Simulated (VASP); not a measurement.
Input of a VASP 6.6.1 run:

The input INCAR:

```
SYSTEM = LiCl
PREC     = Accurate       ! precision mode
ENCUT    = 520            ! plane-wave cutoff, eV
EDIFF    = 1E-6           ! SCF threshold, eV
ISMEAR   = 0              ! smearing method
SIGMA    = 0.5            ! smearing width, eV
LREAL    = .False.        ! projectors in reciprocal space
LASPH    = .True.         ! aspherical terms in the spheres
NELM     = 60             ! most SCF steps
ALGO     = Fast           ! electronic algorithm
ISIF     = 2              ! what is computed and relaxed
LWAVE    = .False.        ! write WAVECAR
LCHARG   = .True.         ! write CHGCAR
GGA      = PS             ! functional
LELF     = .True.         ! ELF
LVHAR    = .True.       
NBANDS   = 12             ! bands
```

File KPOINTS:

```
Automatic mesh
0
Gamma
  8 8 8
  0 0 0
```

POSCAR

```
LiCl
1.0
    0.0000000000      2.5310500000      2.5310500000
    2.5310500000      0.0000000000      2.5310500000
    2.5310500000      2.5310500000      0.0000000000
Li Cl
1 1
Direct
    0.0000000000      0.0000000000      0.0000000000
    0.5000000000      0.5000000000      0.5000000000
```

Potentials or basis: VASP PAW PBE potentials, release 64 (Li_sv, Cl).

Launch:

```sh
$ cat potpaw_PBE.64/Li_sv/POTCAR potpaw_PBE.64/Cl/POTCAR > POTCAR
$ mpirun -np 1 vasp_std > vasp.out
```

(1) Predict the band gap on the k mesh.

## Answers

(1) 6.37 eV, direct.
